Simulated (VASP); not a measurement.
Crystal: SnS.

```xyz
8
Lattice="11.2000 0.0000 0.0000 0.0000 3.9870 0.0000 0.0000 0.0000 4.3340" Properties=species:S:1:pos:R:3 pbc="T T T"
Sn    1.3373    0.9968    0.5192
Sn    4.2627    2.9903    2.6862
Sn    6.9373    0.9968    1.6478
Sn    9.8627    2.9903    3.8148
S     9.5290    0.9968    2.0773
S     7.2710    2.9903    4.2443
S     3.9290    0.9968    0.0897
S     1.6710    2.9903    2.2567
```

```yaml
Program: VASP 6.6.1
Task: relaxation of cell and atoms
Functional: LDA
Potentials_or_basis: VASP PAW LDA potentials, release 64 (Sn_d, S)
Cutoff: 600 eV
k_mesh: 4 × 8 × 6
Occupations: gaussian, width 0.03 eV
Spin: no spin polarisation
```

At the start: pressure -2.3 GPa; volume 24.19 Å³/atom.

Problem. Where does the relaxation end?

Solution. Over 15 steps the energy falls by 11.3 meV/atom and the volume is 22.72 Å³/atom (-6.1 %); space group Pnma (No. 62, to 0.05 Å).

Step by step:
```csv
step,energy change (eV),largest force (eV/Å),pressure (GPa),volume (Å³)
1,0.0000,0.0444,-2.34,193.53
2,-0.0468,0.3207,0.91,183.79
3,-0.0543,0.2171,-0.02,186.35
4,-0.0674,0.1621,-0.02,185.29
5,-0.0834,0.0606,0.04,182.64
6,-0.0837,0.0525,0.10,182.14
7,-0.0881,0.0489,-0.11,181.99
8,-0.0882,0.0442,-0.09,182.01
9,-0.0894,0.0253,0.11,181.50
10,-0.0895,0.0285,0.19,181.31
11,-0.0901,0.0190,0.06,181.66
12,-0.0901,0.0207,0.01,181.74
13,-0.0903,0.0190,-0.01,181.78
14,-0.0905,0.0158,-0.07,181.88
15,-0.0906,0.0097,0.01,181.74
```

Final structure:
```cif
data_structure
_symmetry_space_group_name_H-M 'P 1'
_symmetry_Int_Tables_number 1
_cell_length_a 10.9601
_cell_length_b 3.9486
_cell_length_c 4.1995
_cell_angle_alpha 90.000
_cell_angle_beta 90.000
_cell_angle_gamma 90.000
_cell_volume 181.74
loop_
_atom_site_label
_atom_site_type_symbol
_atom_site_fract_x
_atom_site_fract_y
_atom_site_fract_z
_atom_site_occupancy
Sn1 Sn 0.11713 0.25000 0.11296 1
Sn2 Sn 0.38287 0.75000 0.61296 1
Sn3 Sn 0.61713 0.25000 0.38704 1
Sn4 Sn 0.88287 0.75000 0.88704 1
S1 S 0.85397 0.25000 0.47214 1
S2 S 0.64603 0.75000 0.97214 1
S3 S 0.35397 0.25000 0.02786 1
S4 S 0.14603 0.75000 0.52786 1
```
